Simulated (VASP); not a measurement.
# Be (P6_3/mmc) in VASP: notebook, part 2 of 2

VASP 6.6.1.

## Step 3: Optical spectrum, vdW-DF

INCAR

```
AGGAC = 0.0
ALGO = Normal
CSHIFT = 0.1
EDIFF = 1E-7
ENCUT = 520
GGA = RE
ISIF = 2
ISMEAR = 1
LASPH = True
LCHARG = False
LOPTICS = True
LREAL = False
LUSE_VDW = True
LWAVE = False
NBANDS = 34
NEDOS = 2000
NELM = 80
PREC = Accurate
SIGMA = 0.2
```

KPOINTS

```
k-points
0
Gamma
  13 13 8
```

POSCAR

```
Be
1.0
    2.2853000000      0.0000000000      0.0000000000
   -1.1426500000      1.9791278553      0.0000000000
    0.0000000000      0.0000000000      3.5842000000
Be
2
Cartesian
    1.1426500001      0.6597092850      2.6881500000
   -0.0000000001      1.3194185703      0.8960500000
```

Potentials or basis: VASP PAW PBE potentials, release 64 (Be).

On the command line:

```sh
$ cat potpaw_PBE.64/Be/POTCAR > POTCAR
$ mpirun -np 1 vasp_std > vasp.out
```

OUTCAR:

```text
EDIFF = 1E-7
   ENCUT = 520
   GGA = RE
   ISIF = 2
   ISMEAR = 1
   LASPH = True
   LREAL = False
   NELM = 80
   PREC = Accurate

 ion  position               nearest neighbor table
   1  0.667  0.333  0.750-   2 2.23   2 2.23   2 2.23   2 2.23   2 2.23   2 2.23
   2  0.333  0.667  0.250-   1 2.23   1 2.23   1 2.23   1 2.23   1 2.23   1 2.23

  LATTYP: Found a hexagonal cell.
 ALAT       =     2.2853000000
 C/A-ratio  =     1.5683717674

  Lattice vectors:

 A1 = (   2.2853000000,   0.0000000000,   0.0000000000)
 A2 = (  -1.1426500000,   1.9791278553,   0.0000000000)
 A3 = (   0.0000000000,   0.0000000000,   3.5842000000)

Analysis of symmetry for initial positions (statically):
=====================================================================
 Subroutine PRICEL returns:
 Original cell was already a primitive cell.

 Routine SETGRP: Setting up the symmetry group for a
 hexagonal supercell.

 Subroutine GETGRP returns: Found 24 space group operations
 (whereof 12 operations were pure point group operations)
 out of a pool of 24 trial point group operations.

The static configuration has the point symmetry D_3d.
 The point group associated with its full space group is D_6h.

Analysis of symmetry for dynamics (positions and initial velocities):
=====================================================================
 Subroutine PRICEL returns:
 Original cell was already a primitive cell.

 Routine SETGRP: Setting up the symmetry group for a
 hexagonal supercell.

 Subroutine GETGRP returns: Found 24 space group operations
 (whereof 12 operations were pure point group operations)
 out of a pool of 24 trial point group operations.

The dynamic configuration has the point symmetry D_3d.
 The point group associated with its full space group is D_6h.

 Subroutine INISYM returns: Found 24 space group operations
 (whereof 12 operations are pure point group operations),
 and found     1 'primitive' translations

----------------------------------------------------------------------------------------

                                     Primitive cell

  volume of cell :      16.2110

  direct lattice vectors                    reciprocal lattice vectors
     2.285300000  0.000000000  0.000000000     0.437579311  0.252636533  0.000000000
    -1.142650000  1.979127855  0.000000000     0.000000000  0.505273066  0.000000000
[... 155 lines left out ...]
     10      34.7140      0.00000
     11      34.7140      0.00000
     12      36.0259      0.00000
     13      39.2857      0.00000
     14      39.2857      0.00000
[... 377 lines left out ...]
      1      -3.5171      2.00000
      2       2.6210      2.00000
      3       9.2798     -0.00000
      4      18.4616      0.00000
      5      20.0800      0.00000
      6      24.4723      0.00000
      7      25.3026      0.00000
      8      25.4103      0.00000
      9      28.5549      0.00000
     10      33.2778      0.00000
     11      34.1607      0.00000
     12      35.8209      0.00000
     13      37.6284      0.00000
     14      38.8153      0.00000

 [... further k-points ...]

 [bands above 14 left out]

------------------------ aborting loop because EDIFF is reached ----------------------------------------

  FORCE on cell =-STRESS in cart. coord.  units (eV):
  Direction    XX          YY          ZZ          XY          YZ          ZX
  --------------------------------------------------------------------------------------
  -------------------------------------------------------------------------------------
  Total        0.0890918      0.0890918     -0.1713111      0.0000000      0.0000000      0.0000000
  in kB        8.8051919      8.8051919    -16.9311610      0.0000000      0.0000000      0.0000000
  external PRESSURE =       0.2264076 kB  Pullay stress =       0.0000000 kB

 VOLUME and BASIS-vectors are now :
 -----------------------------------------------------------------------------
  energy-cutoff  :      520.00
  volume of cell :       16.21
      direct lattice vectors                 reciprocal lattice vectors
     2.285300000  0.000000000  0.000000000     0.437579311  0.252636533  0.000000000
    -1.142650000  1.979127855  0.000000000     0.000000000  0.505273066  0.000000000
     0.000000000  0.000000000  3.584200000     0.000000000  0.000000000  0.279002288

 POSITION                                       TOTAL-FORCE (eV/Angst)
 -----------------------------------------------------------------------------------
      1.14265      0.65971      2.68815        -0.000000      0.000000      0.000000
     -0.00000      1.31942      0.89605         0.000000     -0.000000      0.000000
 -----------------------------------------------------------------------------------
    total drift:                                0.000000     -0.000000      0.000000

  FREE ENERGIE OF THE ION-ELECTRON SYSTEM (eV)
  ---------------------------------------------------
  free  energy   TOTEN  =        -5.6813338632 eV

  energy  without entropy=       -5.6817465277  energy(sigma->0) =       -5.68147142

Total vdW correction in eV:      0.0236363

 electrical conductivity sigma (Mega S m-1) (frequency dependency in vasprun.xml)
  --------------------------------------------------------------------------------------
       0.086       0.000       0.000
       0.000       0.086      -0.000
       0.000       0.000      -0.006

  frequency dependent IMAGINARY DIELECTRIC FUNCTION (independent particle, no local field effects) density-density
     E(ev)      X         Y         Z        XY        YZ        ZX
  --------------------------------------------------------------------------------------------------------------
     0.00000     0.00000     0.00000     0.00000     0.00000     0.00000     0.00000
     1.18189    16.35980    16.35980     7.93166     0.00000     0.00000    -0.00000
     2.36378    10.57050    10.57050     7.22379     0.00000     0.00000     0.00000
     3.54567    14.42963    14.42963    14.47542    -0.00000    -0.00000     0.00000
     4.72756    18.06365    18.06365    14.88744     0.00000     0.00000    -0.00000
     5.90945     4.43877     4.43877     6.63759     0.00000     0.00000    -0.00000
[... 92 lines left out ...]
   115.82527     0.00004     0.00004     0.00004     0.00000     0.00000    -0.00000
   117.00716     0.00004     0.00004     0.00004     0.00000     0.00000    -0.00000

  frequency dependent      REAL DIELECTRIC FUNCTION (independent particle, no local field effects) density-density
     E(ev)        X           Y           Z          XY          YZ          ZX
  --------------------------------------------------------------------------------------------------------------
     0.00000   -30.99865   -30.99865   -20.45383     0.00000     0.00000    -0.00000
     1.18189    28.78180    28.78180    45.96391     0.00000     0.00000    -0.00000
     2.36378    22.94069    22.94069    12.64959    -0.00000    -0.00000    -0.00000
     3.54567     1.47973     1.47973     9.70240     0.00000    -0.00000    -0.00000
     4.72756    -2.50950    -2.50950     0.63906     0.00000     0.00000     0.00000
     5.90945    -6.37070    -6.37070    -6.11630    -0.00000    -0.00000     0.00000
[... 92 lines left out ...]
   115.82527     0.97771     0.97771     0.97566    -0.00000    -0.00000     0.00000
   117.00716     0.97817     0.97817     0.97616    -0.00000    -0.00000     0.00000

  frequency dependent IMAGINARY DIELECTRIC FUNCTION (independent particle, no local field effects) current-current
     E(ev)      X         Y         Z        XY        YZ        ZX
  --------------------------------------------------------------------------------------------------------------
     0.00000   -31.80570   -31.80570   -39.35545    -0.00000     0.00000     0.00000
     1.18189    22.07721    22.07721    15.45947     0.00000     0.00000     0.00000
     2.36378    12.21027    12.21027     7.98589     0.00000     0.00000     0.00000
     3.54567    14.32498    14.32498    15.13586     0.00000    -0.00000     0.00000
     4.72756    17.96674    17.96674    14.93941    -0.00000    -0.00000     0.00000
     5.90945     4.18759     4.18759     6.39676    -0.00000     0.00000     0.00000
[... 92 lines left out ...]
   115.82527     0.00000     0.00000     0.00000    -0.00000    -0.00000     0.00000
   117.00716     0.00000     0.00000     0.00000    -0.00000    -0.00000     0.00000

  frequency dependent      REAL DIELECTRIC FUNCTION (independent particle, no local field effects) current-current
     E(ev)        X           Y           Z          XY          YZ          ZX
  --------------------------------------------------------------------------------------------------------------
     0.00000    27.75466    27.75466    57.39994     0.00000     0.00000     0.00000
     1.18189    24.56836    24.56836    45.31391     0.00000     0.00000     0.00000
     2.36378    22.51161    22.51161    12.20117     0.00000    -0.00000     0.00000
     3.54567     0.64766     0.64766     8.88769     0.00000     0.00000     0.00000
     4.72756    -3.36193    -3.36193    -0.05605    -0.00000    -0.00000    -0.00000
     5.90945    -6.52457    -6.52457    -6.34101     0.00000     0.00000    -0.00000
[... 92 lines left out ...]
   115.82527     0.97766     0.97766     0.97562    -0.00000     0.00000    -0.00000
   117.00716     0.97812     0.97812     0.97613    -0.00000     0.00000    -0.00000
```

stdout:

```text
POSCAR found type information on POSCAR Be
 POSCAR found :  1 types and       2 ions
 scaLAPACK will be used
 -----------------------------------------------------------------------------
|                                                                             |
|                                                                             |
|     You have switched on vdW-DFT.                                           |
|     This routine was written and supplied by Jiri Klimes. We recommend      |
[... 19 lines left out ...]
 FFT: planning ... GRIDC
 FFT: planning ... GRID_SOFT
 FFT: planning ... GRID
 WAVECAR not read
 entering main loop
 optical routines
 imaginary and real dielectric function
 recalculating local potential from charge density
 direction            1
 direction            2
 direction            3
```

Wall time 49 s (1 thread of Intel Xeon Platinum 8488C (Sapphire Rapids), shared host); peak memory 0.26 GiB.

What came out:

* Free energy: -5.6813 eV
* Pressure: 0.0 GPa
* Band gap on the k mesh: none (metal or under the smearing width)

Dielectric function (mean over the directions given):
```tsv
energy (eV)	real part	imaginary part
0.30	27.30	-25.05
0.95	31.28	2.01
1.60	14.90	18.53
2.30	16.61	9.89
2.95	-1.74	18.81
3.66	5.13	14.08
4.31	-5.62	18.40
5.02	-6.61	14.67
5.67	-8.20	7.68
6.38	-4.35	5.95
7.03	-4.85	4.60
7.74	-3.80	3.47
8.39	-2.43	2.64
9.10	-2.80	1.12
9.75	-1.72	1.34
10.46	-2.06	1.66
11.11	-1.52	0.70
11.82	-0.93	0.71
12.47	-0.95	0.73
13.18	-0.53	0.41
13.83	-0.38	0.56
14.54	-0.36	0.48
15.19	-0.33	0.50
15.90	-0.09	0.33
16.55	-0.07	0.36
17.26	0.04	0.32
17.91	0.11	0.30
18.61	0.17	0.28
19.26	0.17	0.30
19.97	0.19	0.21
```

Caveat: spectra need much finer meshes, so this one isn't converged; independent-particle spectra lack excitons; the intraband (Drude) part of a metal's response may be missing; the PAW data sets were made with another functional, which shifts forces and pressure a little.
